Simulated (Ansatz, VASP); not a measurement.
**P: VASP beside Ansatz**

```
P
1.0
    -3.93905    3.93905    3.21916
     3.93905   -3.93905    3.21916
     3.93905    3.93905   -3.21916
P
8
Direct
  0.27679 0.40717 0.75050
  0.65667 0.52629 0.24950
  0.27629 0.90667 0.74950
  0.15717 0.52679 0.25050
  0.09333 0.84283 0.36962
  0.47321 0.72371 0.63038
  0.59283 0.34333 0.86962
  0.47371 0.72321 0.13038
```

Alike in both runs: task single point; functional PBE; k mesh 4 × 4 × 4; occupations gaussian, width 0.1 eV; no spin polarisation.

```csv
,VASP,Ansatz
version,VASP 6.6.1,Ansatz 0.2.0
potentials or method,"VASP PAW PBE potentials, release 64 (P)","scalar-relativistic, plane waves, PAW"
plane-wave cutoff (eV),520,420
valence electrons in the cell,40,40
```

|  | VASP | Ansatz | Ansatz less VASP |
| --- | --- | --- | --- |
| gap on the k mesh at the Fermi level (eV) | 1.63 | 1.60 | -0.031 |
| least direct gap on the mesh (eV) | 1.71 | 1.68 | -0.027 |
| pressure (GPa) | -0.2 | 0.0 | +0.26 |
| rms of the force components (eV/Å) | 0.036 | 0.004 | -0.0329 |

Atom by atom the forces differ by 0.038 eV/Å (rms over components). With one functional, cell and mesh, what is left measures potentials, basis and numerics.

A k mesh can miss the band edges.
